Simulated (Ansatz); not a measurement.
Ge:

```xyz
4
Lattice="3.9976 0.0000 0.0000 -1.9988 3.4620 0.0000 0.0000 0.0000 6.5994" Properties=species:S:1:pos:R:3 pbc="T T T"
Ge    0.0000    2.3080    6.1843
Ge    1.9988    1.1540    2.8846
Ge    0.0000    2.3080    3.7148
Ge    1.9988    1.1540    0.4151
```

This isn't the form of Ge at room conditions, which is diamond.

Base run:

```yaml
Program: Ansatz 0.2.0
Functional: HSE06
Potentials_or_basis: Ansatz PAW
Cutoff: "420 eV (not typed: the program's choice for these potentials)"
k_mesh: 6 × 6 × 4
Occupations: fermi-dirac, width 0.05 eV
Spin: no spin polarisation
```

Its results: band gap on the k mesh 0.39 eV, direct; pressure 0.3 GPa.

Problem. The run is repeated on the same cell with these changes: functional from HSE06 to PBE0. What comes out?

Solution. Band gap on the k mesh 0.99 eV, direct; pressure 0.1 GPa.

Caveats: the PAW data sets come from PBE, with cores solved anew for the run's functional, which leaves a small shift of forces and pressure; the thresholds are loose for stress.
